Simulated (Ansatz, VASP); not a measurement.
## I: VASP beside Ansatz

File INCAR:

```
PREC = Accurate
ENCUT = 520
EDIFF = 1E-6
ISMEAR = -1
SIGMA = 0.05
LREAL = False
LASPH = True
NELM = 60
ALGO = Normal
ISIF = 2
LWAVE = False
LCHARG = True
GGA = B5
ALDAX = 1.0
AGGAX = 1.0
AGGAC = 1.0
ALDAC = 0.0
LELF = True
LVHAR = True
NBANDS = 10
```

KPOINTS

```
regular mesh
0
Gamma
  9 9 9
```

POSCAR

```
I
1.0
    0.0000000000      2.3497234514      3.8835988039
    2.1775319666      0.0000000000      3.8835988039
    2.1775319666      2.3497234514      0.0000000000
I
1
Direct
    0.0000000000      0.0000000000      0.0000000000
```

File input.yaml:

```yaml
crystal:
  lattice:
    - [0.0, 2.3497234514, 3.8835988039]
    - [2.1775319666, 0.0, 3.8835988039]
    - [2.1775319666, 2.3497234514, 0.0]
  atoms:
    - { symbol: I, position: [0.0, 0.0, 0.0] }
hamiltonian:
  xc: blyp
  pseudopotentials: { kind: paw }
kpoints:
  mp_grid: { grid: [9, 9, 9] }
scf:
  occupations: { method: fermi_dirac, width: 0.05 }
output:
  forces: true
  stress: true
  eigenvalues: true
```

Alike in both runs: task single point; functional BLYP; k mesh 9 × 9 × 9; occupations fermi-dirac, width 0.05 eV; no spin polarisation.

```csv
,VASP,Ansatz
version,VASP 6.6.1,Ansatz 0.2.0
potentials or method,"VASP PAW PBE potentials, release 64 (I)",Ansatz PAW
plane-wave cutoff (eV),520,420
valence electrons in the cell,7,17
```

VASP gave:

* gap on the k mesh at the Fermi level (eV): none
* pressure (GPa): 3.8
* largest component of the traceless stress (GPa): 1.49

Task: What did Ansatz give for the same quantities?

Result: gap on the k mesh at the Fermi level (eV): none; pressure (GPa): 3.7; largest component of the traceless stress (GPa): 1.43.

A gap of «none» marks a metal or a gap that the smearing closes. The functional is the same, so the differences come from potentials, cutoffs and numerics. The two sets of potentials don't hold the same shells in valence.

Caveats: an odd number of electrons without spin polarisation forces a metal; a magnetic or distorted state may lie lower; the PAW data sets were made with another functional, which shifts forces and pressure a little (VASP); the PAW data sets come from PBE, with cores solved anew for the run's functional, which leaves a small shift of forces and pressure (Ansatz). The runs have no spin-orbit coupling, so splittings on I are missing.
